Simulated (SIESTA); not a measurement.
**CuO in SIESTA: the effect of functional**

CuO:

```xyz
6
Lattice="4.1609 0.0000 0.0000 0.0000 4.1609 0.0000 0.0000 0.0000 3.8876" Properties=species:S:1:pos:R:3 pbc="T T T"
Cu    4.0675    4.1117    3.7334
Cu    0.1651    2.1891    2.0144
Cu    2.0021    4.1336    1.9668
O     0.0459    2.0922    3.7923
O     1.9197    4.1141    3.8361
O     0.1216    0.0031    2.1513
```

The cell comes from a database or a generator and needn't be the stable form of this composition.

Alike in all runs:

```yaml
Program: SIESTA 5.4.2
Task: single point
Potentials_or_basis: PseudoDojo 0.4 standard (PBE files)
Basis: DZP (energy shift 0.003 Ry; two zetas on semicore shells)
Grid_cutoff: 800 Ry
Energy_shift: 0.003 Ry
k_mesh: 7 × 7 × 7
Occupations: fermi-dirac, width 0.05 eV
Spin: no spin polarisation
```

**Question.** One run gave: pressure 12.5 GPa; largest force 10.46 eV/Å. Which functional did it use?
A. vdW-DF-C09
B. vdW-DF
C. optB88-vdW
D. VV10
E. vdW-DF2

**Answer.** A.

```tsv
functional	pressure (GPa)	largest force (eV/Å)
vdW-DF	25.9	11.12
vdW-DF2	30.0	11.39
optB88-vdW	18.0	10.75
vdW-DF-C09	12.5	10.46
vdW-DF-cx	13.7	10.50
VV10	21.0	11.07
```

Caveats: short orbitals over semicore shells can move pressures by several GPa; the potentials were made for another functional, which shifts forces and pressure; the basis of atomic orbitals isn't converged, which shifts pressures, moduli and gaps; an odd number of electrons without spin polarisation forces a metal; a magnetic or distorted state may lie lower; the run has no spin polarisation, though such a crystal can be magnetic.

Runs at the PBE level aren't shown here.
